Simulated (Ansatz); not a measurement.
Nb:

```
Nb
1.0
    -1.66395    1.66395    1.66395
     1.66395   -1.66395    1.66395
     1.66395    1.66395   -1.66395
Nb
1
Direct
  0.00000 0.00000 0.00000
```

- Program: Ansatz 0.2.0
- Task: relaxation of cell and atoms
- Functional: LDA
- Potentials or basis: all-electron LAPW, scalar-relativistic
- Basis error allowed: 0.001 eV/atom
- k mesh: 11 × 11 × 11
- Occupations: fermi-dirac, width 0.05 eV
- Spin: no spin polarisation

At the start: volume 18.43 Å³/atom.

**Question.** Where does the relaxation end?

**Answer.** Over 5 steps the energy falls by 46.9 meV/atom and the volume is 17.19 Å³/atom (-6.7 %); space group Im-3m (No. 229, to 0.05 Å).

The path:
| step | energy change (eV) | largest force (eV/Å) | volume (Å³) |
| --- | --- | --- | --- |
| 1 | 0.0000 | 0.0000 | 18.43 |
| 2 | -0.0465 | 0.0000 | 17.29 |
| 3 | -0.0469 | 0.0000 | 17.18 |
| 4 | -0.0469 | 0.0000 | 17.19 |
| 5 | -0.0469 | 0.0000 | 17.19 |

Final structure:
```
Nb
1.0
    -1.62580    1.62580    1.62580
     1.62580   -1.62580    1.62580
     1.62580    1.62580   -1.62580
Nb
1
Direct
  0.00000 0.00000 0.00000
```
